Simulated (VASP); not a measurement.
**MgO (strained wurtzite): one PBE single-point calculation in two programs**

```xyz
4
Lattice="3.2882 0.0000 0.0000 -1.6441 2.8477 0.0000 0.0000 0.0000 5.1854" Properties=species:S:1:pos:R:3 pbc="T T T"
Mg    0.0000    1.8985   -0.0298
Mg    1.6441    0.9492    2.5629
O     0.0000    1.8985    1.9744
O     1.6441    0.9492    4.5671
```

Each program uses its own PAW datasets. VASP's cell holds 16 valence electrons and Ansatz's 32. Ansatz's stress includes a Pulay correction; VASP's doesn't.

Cutoffs: 520 eV in VASP, 420 eV in Ansatz. k meshes: 12×12×6 and 12×12×6.

```tsv
	VASP	Ansatz
gap between bands v and c	3.49 eV	3.50 eV
least direct gap	3.49 eV	3.50 eV
pressure	0.3 GPa	0.7 GPa
```

Band v is the last that the valence electrons fill when counted band by band, and c is the next. Levels in eV from the top of v, Ansatz:

| point | v−1 | v | c | c+1 |
| --- | --- | --- | --- | --- |
| Γ | -0.21 | 0.00 | 3.50 | 8.47 |
| M | -0.69 | -0.34 | 7.92 | 7.96 |
| K | -1.04 | -1.04 | 8.30 | 8.47 |
| A | -0.34 | -0.34 | 5.91 | 5.91 |
| L | -0.62 | -0.62 | 7.40 | 7.40 |
| H | -0.31 | -0.31 | 8.53 | 8.53 |

VASP:

```json
{"point": "Γ", "v−1": "-0.21", "v": "0.00", "c": "3.49", "c+1": "8.45"}
{"point": "M", "v−1": "-0.70", "v": "-0.35", "c": "7.91", "c+1": "7.93"}
{"point": "K", "v−1": "-1.04", "v": "-1.04", "c": "8.27", "c+1": "8.46"}
{"point": "A", "v−1": "-0.34", "v": "-0.34", "c": "5.90", "c+1": "5.90"}
{"point": "L", "v−1": "-0.63", "v": "-0.63", "c": "7.38", "c+1": "7.38"}
{"point": "H", "v−1": "-0.32", "v": "-0.32", "c": "8.52", "c+1": "8.52"}
```
